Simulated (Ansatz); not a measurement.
Set up this calculation in Ansatz 0.2.0, as the native input.

```
Task                : relaxation of cell and atoms
Functional          : PBE
Potentials or basis : Ansatz PAW
Cutoff              : 420 eV (not typed: the program's choice for these potentials)
k mesh              : 11 × 11 × 11
Occupations         : fermi-dirac, width 0.05 eV
Spin                : no spin polarisation
Hubbard terms       : Ti d U = 1 eV
Hubbard projectors  : ortho-atomic (the default)
Double counting     : fll (the default)
```

TiC:

```
CELL_PARAMETERS angstrom
0.00000 2.16572 2.16572
2.16572 0.00000 2.16572
2.16572 2.16572 0.00000
ATOMIC_POSITIONS crystal
Ti 0.00000 0.00000 0.00000
C 0.50000 0.50000 0.50000
```

The cell is a database's computed one.

The input as run:

input.yaml

```yaml
crystal:
  lattice:
    - [0.0, 2.1657188437, 2.1657188437]
    - [2.1657188437, 0.0, 2.1657188437]
    - [2.1657188437, 2.1657188437, 0.0]
  atoms:
    - { symbol: Ti, position: [0.0, 0.0, 0.0] }
    - { symbol: C, position: [0.5, 0.5, 0.5] }
hamiltonian:
  xc: pbe
  pseudopotentials: { kind: paw }
  hubbard: { sites: [{ species: Ti, l: d, u_eff: 1.0 }] }
kpoints:
  mp_grid: { grid: [11, 11, 11] }
scf:
  occupations: { method: fermi_dirac, width: 0.05 }
output:
  forces: true
  stress: true
  eigenvalues: true
  write_density: true
  write_potential: true
  elf: true
  volumetric_format: npy
relax:
  f_tol: 0.01
  max_steps: 40
  cell: { stress_tol: 0.05 }
```

Potentials or basis: Ansatz PAW.

Run with:

```bash
$ ansatz run input.yaml --threads 2 --pin off --max-ram 5632MiB --backend cpu --events-out ev --progress --plain --runs-dir out
```

Results of the run:

- Relaxed volume: 10.23 Å³/atom
- Relaxed cell: a = 3.070 Å, b = 3.070 Å, c = 3.070 Å, α = 60.00°, β = 60.00°, γ = 60.00°
- Space group after relaxing (to 0.05 Å): Fm-3m (No. 225)
- Energy gained by relaxing: 0.4 meV/atom
- Ionic steps: 4
- Pressure after relaxing: 0.0 GPa
- Band gap on the k mesh: none (metal or under the smearing width)

Caveat: the plane-wave basis is chosen anew once the cell has moved, so the energies of steps on either side of that aren't comparable; U without spin polarisation on a metal has little footing; the U is typed as a test and isn't derived for this compound.

Wall time 3.6 s on 2 threads of Arm Neoverse V2, with other jobs on the host, peak memory 0.3 GiB.
